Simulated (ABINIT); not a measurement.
# ZnS (F-43m) in ABINIT: further runs

One crystal, ZnS, is run at these levels: LDA, PBE; tasks: relaxation of cell and atoms, single point.

Program: ABINIT 10.8.3 (patched build). These are calculated values, not measurements. Logs are shortened: lines on timing, memory, paths and dates and some standing lists are left out, and cuts for length are marked. The log counts tension as positive stress, the text compression.

## (1) The crystal as given

The structure is cubic, space group F-43m (No. 216). The conventional cell has a = 5.404 Å, b = 5.404 Å, c = 5.404 Å, α = 90.00°, β = 90.00°, γ = 90.00°. Zn (site symmetry -43m) is surrounded by 4 S at 2.34 Å. S (site symmetry -43m) is surrounded by 4 Zn at 2.34 Å.

## (2) Relaxation of cell and atoms, LDA

Contents of run.abi:

```
pp_dirpath "./"
pseudos "Zn.hgh, S.hgh"

acell 3.8212050455 3.8212050455 3.8212050455 Angstrom
rprim
     0.0000000000     0.7071067812     0.7071067812
     0.7071067812     0.0000000000     0.7071067812
     0.7071067812     0.7071067812     0.0000000000
ntypat 2
znucl 30 16
natom 2
typat 1 2
chkprim 0
chksymtnons 0
tolsym 1.0e-6
xred
            3/4            3/4            3/4
            0.0            0.0            0.0

ecut 761.918815 eV
ecutsm 0.5

kptopt 1
ngkpt 7 7 7
nshiftk 1
shiftk 0.0 0.0 0.0

ixc 7

nband 8
occopt 3
tsmear 0.05 eV

nstep 80
tolvrs 1.0e-12

iomode 3
prteig 0
prtebands 0
prtwf 0
prtden 0

ionmov 2
optcell 2
ntime 50
tolmxf 2.0e-5
dilatmx 1.08
```

Potentials or basis: HGH LDA.

On the command line:

```
$ abinit run.abi > log 2>&1
```

run.abo:

```text
.Version 10.8.3 of ABINIT
 Symmetries : space group F-4 3 m (#216); Bravais cF (face-center cubic)
================================================================================
 Values of the parameters that define the memory need of the present run
     intxc =       0    ionmov =       2      iscf =       7    lmnmax =       6
     lnmax =       6     mgfft =      40  mpssoang =       3    mqgrid =    3001
     natom =       2  nloc_mem =       1    nspden =       1   nspinor =       1
    nsppol =       1      nsym =      24    n1xccc =       0    ntypat =       2
    occopt =       3   xclevel =       1
       mpw =        2393          nfft =       64000          nkpt =          20
================================================================================
================================================================================

--------------------------------------------------------------------------------
------------- Echo of variables that govern the present computation ------------
--------------------------------------------------------------------------------
 -outvars: echo values of preprocessed input variables --------
            acell      7.2210310069E+00  7.2210310069E+00  7.2210310069E+00 Bohr
              amu      6.53900000E+01  3.20660000E+01
          chkprim           0
      chksymtnons           0
          dilatmx      1.08000000E+00
             ecut      2.80000000E+01 Hartree
           ecutsm      5.00000000E-01 Hartree
           ionmov           2
              ixc           7
         kptrlatt        7    0    0      0    7    0      0    0    7
          kptrlen      5.05472170E+01
            natom           2
            nband           8
            ngfft          40      40      40
             nkpt          20
            nstep          80
             nsym          24
            ntime          50
           ntypat           2
           occopt           3
          optcell           2
           prtden           0
        prtebands           0
           prteig           0
            prtwf           0
            rprim      0.0000000000E+00  7.0710678120E-01  7.0710678120E-01
                       7.0710678120E-01  0.0000000000E+00  7.0710678120E-01
                       7.0710678120E-01  7.0710678120E-01  0.0000000000E+00
          spgroup         216
           tolmxf      2.00000000E-05
           tolsym      1.00000000E-06
           tolvrs      1.00000000E-12
           tsmear      1.83746611E-03 Hartree
            typat      1  2
           xangst      4.0530000000E+00  4.0530000000E+00  4.0530000000E+00
                       0.0000000000E+00  0.0000000000E+00  0.0000000000E+00
            xcart      7.6590599884E+00  7.6590599884E+00  7.6590599884E+00
                       0.0000000000E+00  0.0000000000E+00  0.0000000000E+00
             xred      7.5000000000E-01  7.5000000000E-01  7.5000000000E-01
                       0.0000000000E+00  0.0000000000E+00  0.0000000000E+00
            znucl       30.00000   16.00000

================================================================================

 chkinp: Checking input parameters for consistency.

================================================================================
== DATASET  1 ==================================================================

--- !DatasetInfo
iteration_state: {dtset: 1, }
dimensions: {natom: 2, nkpt: 20, mband: 8, nsppol: 1, nspinor: 1, nspden: 1, mpw: 2393, }
cutoff_energies: {ecut:  28.0, pawecutdg:  -1.0, }
electrons: {nelect:   8.00000000E+00, charge:   0.00000000E+00, occopt:   3.00000000E+00, tsmear:   1.83746611E-03, }
meta: {optdriver: 0, ionmov: 2, optcell: 2, iscf: 7, paral_kgb: 0, }
...

 Exchange-correlation functional for the present dataset will be:
  LDA: Perdew-Wang 92 LSD fit to Ceperley-Alder data - ixc=7
  J.P.Perdew and Y.Wang, PRB 45, 13244 (1992)

 Real(R)+Recip(G) space primitive vectors, cartesian coordinates (Bohr,Bohr^-1):
 R(1)=  0.0000000  5.1060400  5.1060400  G(1)= -0.0979232  0.0979232  0.0979232
 R(2)=  5.1060400  0.0000000  5.1060400  G(2)=  0.0979232 -0.0979232  0.0979232
 R(3)=  5.1060400  5.1060400  0.0000000  G(3)=  0.0979232  0.0979232 -0.0979232
 Unit cell volume ucvol=  2.6624572E+02 bohr^3
 Angles (23,13,12)=  6.00000000E+01  6.00000000E+01  6.00000000E+01 degrees

 getcut: wavevector=  0.0000  0.0000  0.0000  ngfft=  40  40  40
         ecut(hartree)=     32.659   => boxcut(ratio)=   2.15324

--- Pseudopotential description ------------------------------------------------
- pspini: atom type   1  psp file is ./Zn.hgh
  30.00000   2.00000     10605                znucl, zion, pspdat
    3    1    2    0      2001   0.00000      pspcod,pspxc,lmax,lloc,mmax,r2well

 pspatm : COMMENT -
  the projectors are not normalized,
  so that the KB energies are not consistent with
  definition in PRB44, 8503 (1991).
  However, this does not influence the results obtained hereafter.

- pspini: atom type   2  psp file is ./S.hgh
  16.00000   6.00000     10605                znucl, zion, pspdat
    3    1    1    0      2001   0.00000      pspcod,pspxc,lmax,lloc,mmax,r2well

 pspatm : COMMENT -
  the projectors are not normalized,
  so that the KB energies are not consistent with
  definition in PRB44, 8503 (1991).
  However, this does not influence the results obtained hereafter.

   2.46782528E+01                                ecore*ucvol(ha*bohr**3)
--------------------------------------------------------------------------------

================================================================================

=== [ionmov= 2] Broyden-Fletcher-Goldfarb-Shanno method (forces)
================================================================================

--- Iteration: ( 1/50) Internal Cycle: (1/1)
--------------------------------------------------------------------------------

---SELF-CONSISTENT-FIELD CONVERGENCE--------------------------------------------

--- !BeginCycle
iteration_state: {dtset: 1, itime: 1, icycle: 1, }
solver: {iscf: 7, nstep: 80, nline: 4, wfoptalg: 0, }
tolerances: {tolvrs: 1.00E-12, }
...
[... 555 lines left out ...]
  0.00000000000000E+00  4.72669389618815E+00  4.72669389618815E+00
  4.72669389618815E+00  0.00000000000000E+00  4.72669389618815E+00
  4.72669389618815E+00  4.72669389618815E+00  0.00000000000000E+00
 Unitary Cell Volume (ucvol) [Bohr^3]=  2.11204141350444E+02
 Angles (23,13,12)= [degrees]
  6.00000000000000E+01  6.00000000000000E+01  6.00000000000000E+01
 Lengths [Bohr]
  6.68455461317541E+00  6.68455461317541E+00  6.68455461317541E+00
 Stress tensor in cartesian coordinates (strten) [Ha/bohr^3]
 -1.32027030108422E-07  0.00000000000000E+00  0.00000000000000E+00
  0.00000000000000E+00 -1.32027030108313E-07  0.00000000000000E+00
  0.00000000000000E+00  0.00000000000000E+00 -1.32027030108530E-07
 Total energy (etotal) [Ha]= -1.14622912271490E+01

 Difference of energy with previous step (new-old):
           Absolute (Ha)=-1.90237E-06
           Relative     =-1.65968E-07

 At Broyd/MD step   6, gradients are converged :
  max grad (force/stress) = 1.3203E-05 < tolmxf= 2.0000E-05 ha/bohr (free atoms)

================================================================================

 ----iterations are completed or convergence reached----

 Mean square residual over all n,k,spin=   78.173E-09; max=  12.508E-06
 reduced coordinates (array xred) for    2 atoms
       0.750000000000      0.750000000000      0.750000000000
       0.000000000000      0.000000000000      0.000000000000
 rms dE/dt=  0.0000E+00; max dE/dt=  0.0000E+00; dE/dt below (all hartree)
    1       0.000000000000      0.000000000000      0.000000000000
    2       0.000000000000      0.000000000000      0.000000000000

 cartesian coordinates (angstrom) at end:
    1      3.75188803662030     3.75188803662030     3.75188803662030
    2      0.00000000000000     0.00000000000000     0.00000000000000

 cartesian forces (hartree/bohr) at end:
    1     -0.00000000000000    -0.00000000000000    -0.00000000000000
    2     -0.00000000000000    -0.00000000000000    -0.00000000000000
 frms,max,avg= 0.0000000E+00 0.0000000E+00   0.000E+00  0.000E+00  0.000E+00 h/b

 cartesian forces (eV/Angstrom) at end:
    1     -0.00000000000000    -0.00000000000000    -0.00000000000000
    2     -0.00000000000000    -0.00000000000000    -0.00000000000000
 frms,max,avg= 0.0000000E+00 0.0000000E+00   0.000E+00  0.000E+00  0.000E+00 e/A
 length scales=  6.684554613175  6.684554613175  6.684554613175 bohr
              =  3.537313963929  3.537313963929  3.537313963929 angstroms
 Fermi (or HOMO) energy (hartree) =   0.22007   Average Vxc (hartree)=  -0.34728
 Eigenvalues (hartree) for nkpt=  20  k points:
 kpt#   1, nband=  8, wtk=  0.00292, kpt=  0.0000  0.0000  0.0000 (reduced coord)
  -0.35460    0.16121    0.16121    0.16121    0.31885    0.42109    0.42109    0.42109
      occupation numbers for kpt#   1
   2.00000    2.00000    2.00000    2.00000    0.00000    0.00000    0.00000    0.00000
 prteigrs : prtvol=0 or 1, do not print more k-points.

--- !EnergyTerms
iteration_state     : {dtset: 1, itime: 6, icycle: 1, }
comment             : Components of total free energy in Hartree
kinetic             :  4.59944808104558E+00
hartree             :  1.45040073968296E+00
xc                  : -2.81369020540190E+00
Ewald energy        : -1.07179008571215E+01
psp_core            :  1.16845496836757E-01
local_psp           : -6.19221019688531E+00
non_local_psp       :  2.09481571469445E+00
internal            : -1.14622912271490E+01
'-kT*entropy'       :  6.26635405992690E-16
total_energy        : -1.14622912271490E+01
total_energy_eV     : -3.11904833845871E+02
band_energy         : -2.72417765738567E-01
...

 Cartesian components of stress tensor (hartree/bohr^3)
  sigma(1 1)= -1.32027030E-07  sigma(3 2)=  0.00000000E+00
  sigma(2 2)= -1.32027030E-07  sigma(3 1)=  0.00000000E+00
  sigma(3 3)= -1.32027030E-07  sigma(2 1)=  0.00000000E+00

-Cartesian components of stress tensor (GPa)         [Pressure=  3.8844E-03 GPa]
- sigma(1 1)= -3.88436933E-03  sigma(3 2)=  0.00000000E+00
- sigma(2 2)= -3.88436933E-03  sigma(3 1)=  0.00000000E+00
- sigma(3 3)= -3.88436933E-03  sigma(2 1)=  0.00000000E+00

== END DATASET(S) ==============================================================
================================================================================

 -outvars: echo values of variables after computation  --------
            acell      6.6845546132E+00  6.6845546132E+00  6.6845546132E+00 Bohr
           etotal     -1.1462291227E+01
            fcart     -0.0000000000E+00 -0.0000000000E+00 -0.0000000000E+00
                      -0.0000000000E+00 -0.0000000000E+00 -0.0000000000E+00
            rprim      0.0000000000E+00  7.0710678119E-01  7.0710678119E-01
                       7.0710678119E-01  0.0000000000E+00  7.0710678119E-01
                       7.0710678119E-01  7.0710678119E-01  0.0000000000E+00
           strten     -1.3202703011E-07 -1.3202703011E-07 -1.3202703011E-07
                       0.0000000000E+00  0.0000000000E+00  0.0000000000E+00
           xangst      3.7518880366E+00  3.7518880366E+00  3.7518880366E+00
                       0.0000000000E+00  0.0000000000E+00  0.0000000000E+00
             xred      7.5000000000E-01  7.5000000000E-01  7.5000000000E-01
                       0.0000000000E+00  0.0000000000E+00  0.0000000000E+00
 Calculation completed.
```

Wall time 58 s (1 thread of Arm Neoverse V1, shared host); peak memory 0.07 GiB.

Results:

```yaml
Free_energy: -311.9048 eV
Relaxed_volume: 15.65 Å³/atom
Relaxed_cell: a = 3.537 Å, b = 3.537 Å, c = 3.537 Å, α = 60.00°, β = 60.00°, γ = 60.00°
Space_group_after_relaxing_to_0.05_Å: F-43m (No. 216)
Energy_gained_by_relaxing: 249.6 meV/atom
Ionic_steps: 6
Pressure_after_relaxing: 0.0 GPa
Band_gap_on_the_k_mesh: 3.32 eV, indirect (least direct gap 4.29 eV)
```

Step by step:
```csv
step,energy change (eV),largest force (eV/Å),pressure (GPa),volume (Å³)
1,0.0000,0.0000,-15.90,39.45
2,-0.1766,0.0000,-13.97,37.57
3,-0.4199,0.0000,11.15,28.85
4,-0.4939,0.0000,-2.39,31.98
5,-0.4991,0.0000,-0.25,31.37
6,-0.4991,0.0000,0.00,31.30
```

Final structure:
```
Zn S
1.0
     0.00000    2.50126    2.50126
     2.50126    0.00000    2.50126
     2.50126    2.50126    0.00000
Zn S
1 1
Cartesian
  3.7519 3.7519 3.7519
  0.0000 0.0000 0.0000
```

Caveat: the volume moved by over 15 % at a fixed basis, so the end points are rough; an odd mesh through Γ misses points on the zone boundary, where band edges often lie; the volume moved by -21 % from the deposited cell, more than functionals usually miss; HGH potentials are hard and often keep d shells in the core, so these values are rough. Zero-point motion and thermal expansion aren't in these numbers.

## (3) Single point, LDA (cell relaxed)

Contents of run.abi:

```
# Pseudopotentials
pp_dirpath "./"
pseudos "Zn.hgh, S.hgh"

# Structure
acell 3*1.0
rprim
     0.0000000000     4.7266938909     4.7266938909
     4.7266938909     0.0000000000     4.7266938909
     4.7266938909     4.7266938909     0.0000000000
ntypat 2
znucl 30 16
natom 2
typat 1 2
xred
     0.7500000000     0.7500000000     0.7500000000
     0.0000000000     0.0000000000     0.0000000000
chkprim 0
chksymtnons 0
tolsym 1.0e-6

# Plane-wave basis
ecut 28.0

# k points
kptopt 1
ngkpt 7 7 7
nshiftk 1
shiftk 0.0 0.0 0.0

# Exchange and correlation
ixc 7

# Bands and occupations
nband 8
occopt 3
tsmear 0.00183747

# SCF cycle
nstep 100
tolvrs 1.0e-10

# Output
iomode 3
prtwf 0
prtden 0
prteig 0
prtebands 0
enunit 1
```

Potentials or basis: HGH LDA.

On the command line:

```
$ abinit run.abi > log 2>&1
```

Run time: 5 s. Hardware: 1 thread of Arm Neoverse V1, shared host; peak memory 0.07 GiB.

The run converged. Its results:

```yaml
Free_energy: -311.9057 eV
Pressure: -0.4 GPa
Band_gap_on_the_k_mesh: 3.32 eV, indirect (least direct gap 4.29 eV)
Valence_electrons_inside_the_program's_atomic_spheres: Zn 0.85; S 4.05
```

Levels at points of the mesh, in eV from the valence-band top:
| k point | band 1 | band 2 | band 3 | band 4 | band 5 | band 6 | band 7 | band 8 |
| --- | --- | --- | --- | --- | --- | --- | --- | --- |
| (0.00, 0.00, 0.00) | -14.04 | 0.00 | 0.00 | 0.00 | 4.29 | 7.07 | 7.07 | 7.07 |

Caveat: an odd mesh through Γ misses points on the zone boundary, where band edges often lie; HGH potentials are hard and often keep d shells in the core, so these values are rough.

## (4) Relaxation of cell and atoms, PBE

Contents of run.abi:

```
pp_dirpath "./"
pseudos "Zn.upf, S.upf"

acell 3*1.0 Angstrom
rprim
     0.0000000000     2.7020000000     2.7020000000
     2.7020000000     0.0000000000     2.7020000000
     2.7020000000     2.7020000000     0.0000000000
ntypat 2
znucl 30 16
natom 2
typat 1 2
chkprim 0
chksymtnons 0
tolsym 1.0e-6
xred
            3/4            3/4            3/4
            0.0            0.0            0.0

ecut 42.0
ecutsm 0.5

kptopt 1
ngkpt 7 7 7
nshiftk 1
shiftk 0.0 0.0 0.0

ixc 11

nband 17
occopt 3
tsmear 0.05 eV

nstep 80
tolvrs 1.0e-12

iomode 3
prteig 0
prtebands 0
prtwf 0
prtden 0

ionmov 2
optcell 2
ntime 50
tolmxf 2.0e-5
dilatmx 1.08
```

Potentials or basis: PseudoDojo NC SR PBE v0.4.1 standard.

On the command line:

```
$ abinit run.abi > log 2>&1
```

It took 3 min on 1 thread of Arm Neoverse V2, shared host; peak memory 0.11 GiB.

The run converged. Its results:

```
Free energy                            : -5990.2928 eV
Relaxed volume                         : 20.16 Å³/atom
Relaxed cell                           : a = 3.849 Å, b = 3.849 Å, c = 3.849 Å, α = 60.00°, β = 60.00°, γ = 60.00°
Space group after relaxing (to 0.05 Å) : F-43m (No. 216)
Energy gained by relaxing              : 2.1 meV/atom
Ionic steps                            : 4
Pressure after relaxing                : 0.0 GPa
Band gap on the k mesh                 : 2.02 eV, direct
```

The path:
```
step  energy change (eV)  largest force (eV/Å)  pressure (GPa)  volume (Å³)
   1              0.0000                0.0000            1.58        39.45
   2             -0.0017                0.0000            1.22        39.64
   3             -0.0042                0.0000            0.04        40.30
   4             -0.0042                0.0000            0.00        40.32
```

Final structure:
```
CELL_PARAMETERS angstrom
0.00000 2.72157 2.72157
2.72157 0.00000 2.72157
2.72157 2.72157 0.00000
ATOMIC_POSITIONS crystal
Zn 0.75000 0.75000 0.75000
S 0.00000 0.00000 0.00000
```

Caveat: an odd mesh through Γ misses points on the zone boundary, where band edges often lie. Zero-point motion and thermal expansion aren't in these numbers.
